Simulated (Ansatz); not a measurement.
Space group P-3m1 (No. 164). a = 3.752 Å, b = 3.752 Å, c = 6.514 Å, α = 90.00°, β = 90.00°, γ = 120.00°
```json
{"atom": "Pt", "site": "1a", "symmetry": "-3m.", "x": "0.0000", "y": "0.0000", "z": "0.0000"}
{"atom": "Se", "site": "2d", "symmetry": "3m.", "x": "0.3333", "y": "0.6667", "z": "0.2006"}
```

Equation of state of this PtSe2 structure (not necessarily the ground state), with shape and atoms relaxed at each volume where symmetry leaves them free. Level of theory: DFT PBE, scalar-relativistic, plane waves, PAW in Ansatz.

Settings: cutoff 420 eV, Γ-centred mesh 12×12×4 on the computed 3-atom cell, Gaussian smearing of 0.02 eV; no spin polarisation.

```csv
V (Å³/atom),E − E(largest V) (meV/atom),P (GPa),gap on mesh (eV)
23.290,2.86,0.52,0.30
24.084,0.93,0.31,0.49
24.878,-0.14,0.26,0.64
25.672,-0.65,0.08,0.77
26.466,-0.78,-0.01,0.89
27.260,-0.65,-0.14,0.98
28.054,-0.41,-0.15,1.06
29.112,0.00,-0.08,1.14
```

Problem. Fit a third-order Birch–Murnaghan equation, E = E0 + (9V0B0/16)·[(x − 1)³B0' + (x − 1)²(6 − 4x)] with x = (V0/V)^(2/3), to E(V).

Solution. V0 = 26.39 Å³/atom, B0 = 2 GPa, B0' = 16.1. B0' is unusual or poorly fixed by this range.

Spin-orbit coupling is left out, which matters for the bands of heavy elements. The cell holds layers, chains or molecules and no dispersion correction was added, so their binding is poorly described.

The slope of the tabulated pressures gives B = 4 GPa at V0, so the fit is only rough here.

It was relaxed from a cell as deposited in COD.
